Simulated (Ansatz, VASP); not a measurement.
Na in VASP and in Ansatz

The input INCAR:

```
PREC = Accurate
ENCUT = 520
EDIFF = 1E-6
ISMEAR = 1
SIGMA = 0.1
LREAL = F
LASPH = T
NELM = 100
ALGO = Normal
ISIF = 2
LWAVE = F
LCHARG = F
GGA = CA
NBANDS = 10
```

KPOINTS

```
Automatic mesh
0
Gamma
  5 5 5
```

Contents of POSCAR:

```
Na
1.0
    7.0233400000      0.0000000000      0.0000000000
    0.0000000000      7.0233400000      0.0000000000
    0.0000000000      0.0000000000      7.0233400000
Na
1
Direct
    0.0000000000      0.0000000000      0.0000000000
```

Input for Ansatz:

```yaml
crystal:
  lattice:
    bravais: cubic
    a: 7.02334
  space_group: 221
  atoms:
    - { symbol: Na, position: [0.0, 0.0, 0.0] }
kpoints:
  mp_grid:
    grid: [5, 5, 5]
hamiltonian:
  xc: lda
  pseudopotentials:
    kind: paw
scf:
  occupations:
    method: cold
    width: 0.1
output:
  forces: true
  stress: true
  eigenvalues: true
```

This isn't the form of Na at room conditions, which is bcc.

Alike in both runs: task single point; functional LDA; k mesh 5 × 5 × 5; no spin polarisation.

|  | VASP | Ansatz |
| --- | --- | --- |
| version | VASP 6.6.1 | Ansatz 0.2.0 |
| potentials or method | VASP PAW LDA potentials, release 64 (Na_pv) | plane waves, PAW |
| plane-wave cutoff (eV) | 520 | 420 |
| occupations | methfessel-paxton of order 1, width 0.1 eV | cold, width 0.1 eV |
| valence electrons in the cell | 7 | 9 |

```tsv
	VASP	Ansatz	Ansatz less VASP
gap on the k mesh at the Fermi level (eV)	none	none	-
pressure (GPa)	-0.1	-0.1	0.00
```

A gap of «none» marks a metal or a gap that the smearing closes. The two sets of potentials don't hold the same shells in valence.
